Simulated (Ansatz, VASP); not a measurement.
Two plane-wave programs on RbBr

File INCAR:

```
PREC = Accurate
ENCUT = 600
EDIFF = 1E-7
ISMEAR = 0
SIGMA = 0.02
LREAL = False
LASPH = True
NELM = 100
ALGO = Normal
ISIF = 3
LWAVE = False
LCHARG = False
GGA = PE
IBRION = 2
NSW = 100
EDIFFG = -0.005
```

File KPOINTS:

```
Automatic mesh
0
Gamma
  6 6 6
```

File POSCAR:

```
RbBr
1.0
    0.0000000000      3.4559503595      3.4559503595
    3.4559503595      0.0000000000      3.4559503595
    3.4559503595      3.4559503595      0.0000000000
Rb Br
1 1
Direct
    0.0000000000      0.0000000000      0.0000000000
    0.5000000000      0.5000000000      0.5000000000
```

Input for Ansatz:

```yaml
crystal:
  lattice:
    - [0.0, 3.4559503595, 3.4559503595]
    - [3.4559503595, 0.0, 3.4559503595]
    - [3.4559503595, 3.4559503595, 0.0]
  atoms:
    - { symbol: Rb, position: [0.0, 0.0, 0.0] }
    - { symbol: Br, position: [0.5, 0.5, 0.5] }
basis:
  ecutwfc: 420
kpoints:
  mp_grid: { grid: [6, 6, 6] }
hamiltonian:
  xc: pbe
scf:
  occupations: { method: gaussian, width: 0.02 }
output:
  forces: true
  stress: true
  eigenvalues: true
relax:
  adjacent_minimum: "off"
  f_tol: 0.005
  max_steps: 80
  cell: { stress_tol: 0.05 }
```

The cell is a database's computed one.

Alike in both runs: task relaxation of cell and atoms; functional PBE; k mesh 6 × 6 × 6; occupations gaussian, width 0.02 eV; no spin polarisation.

|  | VASP | Ansatz |
| --- | --- | --- |
| version | VASP 6.6.1 | Ansatz 0.2.0 |
| potentials or method | VASP PAW PBE potentials, release 64 (Rb_sv, Br) | scalar-relativistic, plane waves, PAW |
| plane-wave cutoff (eV) | 600 | 420 |
| valence electrons in the cell | 16 | 16 |

```csv
,VASP,Ansatz,Ansatz less VASP
"gap on the k mesh at the Fermi level, each at its own relaxed structure (eV)",4.18,4.20,+0.011
relaxed volume (Å³/atom),43.29,43.11,-0.178
relaxed cell length with the largest relative difference (Å),4.966,4.959,-0.0068
energy change over the relaxation (meV/atom),-4,-3,+0.3
```

A hybrid or GW would open this gap; PBE tends to underestimate it.
